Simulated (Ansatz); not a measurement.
# A series in volume ratio on Li₂S

Results calculated with Ansatz 0.2.0, not measured. Plane-wave density functional theory, PAW datasets, Gaussian smearing 0.05 eV: equation of state, the given cell scaled in volume with shape and atoms relaxed at each volume.

The cell before it is scaled or strained (space group Fm-3m, No. 225):
```
CELL_PARAMETERS angstrom
0.00000 2.85290 2.85290
2.85290 0.00000 2.85290
2.85290 2.85290 0.00000
ATOMIC_POSITIONS crystal
Li 0.25000 0.25000 0.25000
Li 0.75000 0.75000 0.75000
S 0.00000 0.00000 0.00000
```

Settings of every row: paw set soft_2; functional PBE; spin treatment none; moment partition spheres; spin axis none; wave cutoff 420 eV; k mesh 10x10x10; symmetry use detected.

Atom hubbard u: 0 on all atoms.

| row | volume ratio | V (Å³/atom) | pressure (GPa) | energy above given cell (meV per atom) |
| --- | --- | --- | --- | --- |
| 1 | 0.96 | 14.86 | 1.796 | 3.36 |
| 2 | 0.98 | 15.17 | 0.853 | 0.81 |
| 3 | 1 | 15.479 | ? | ? |
| 4 | 1.02 | 15.789 | -0.776 | 0.76 |
| 5 | 1.04 | 16.099 | -1.48 | 2.95 |

Question: what pressure should row 3 give?

Worked fit of pressure. Take u = (V_r/V)^(2/3) − 1 with V_r = 15.479 Å³ an atom, which is twice the finite (Eulerian) strain; such expansions in the strain, on which the Birch-Murnaghan equation of state is built, carry the rest volume and the bulk modulus. The shown rows have u = 0.02758, 0.01353, -0.01313, -0.02584. Least squares give pressure = 0.0002 + 61.065 × u + 146.5 × u² GPa; a straight line predicts inner rows, each left out in turn, worse (root mean square 0.06 against 0.0007 GPa). All shown rows lie on it to the printed digit. The pressure vanishes at u = -0.0000, or V = 15.48 Å³ an atom, and there the bulk modulus with shape and atoms relaxed is B = −V dP/dV = (2/3)(1 + u) dP/du = 40.7 GPa. The withheld row has u = 0, so the fit gives 0.0002 + 61.065 × (0) + 146.5 × (0)² = 0.000 GPa.

The calculation gave -0.001 GPa. The fit lies 0.001 GPa (100 % of the value, 0.031 % of the column's range) above it, one unit of the last digit.

The other values of row 3: energy above given cell 0 meV per atom.
